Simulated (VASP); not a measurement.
A run of VASP 6.6.1 is set up as follows.

INCAR

```
  PREC = Accurate
  ENCUT = 520
  EDIFF = 1E-6
  ISMEAR = 0
  SIGMA = 0.02
  LREAL = False
  LASPH = True
  NELM = 80
  ALGO = Normal
  ISIF = 2
  LWAVE = False
  LCHARG = True
  GGA = PE
  LELF = True
  LVHAR = True
  NBANDS = 16
```

KPOINTS

```
regular mesh
0
Gamma
  3 3 3
```

POSCAR

```
GaN
1.0
    0.0000000000      2.1352350000      2.1352350000
    2.1352350000      0.0000000000      2.1352350000
    2.1352350000      2.1352350000      0.0000000000
Ga N
1 1
Direct
    0.0000000000      0.0000000000      0.0000000000
    0.5000000000      0.5000000000      0.5000000000
```

Potentials or basis: VASP PAW PBE potentials, release 64 (Ga_d, N).

Launch:

```sh
$ cat potpaw_PBE.64/Ga_d/POTCAR potpaw_PBE.64/N/POTCAR > POTCAR
$ mpirun -np 1 vasp_std > vasp.out
```

Task: Predict the band gap on the k mesh.

Result: 2.07 eV, indirect (least direct gap 2.26 eV).

Task: What does it give for the pressure?

Result: -0.2 GPa.

Caveat: the k mesh is coarse (spacing up to 0.85 Å⁻¹), so the values aren't converged; an odd mesh through Γ misses points on the zone boundary, where band edges often lie.
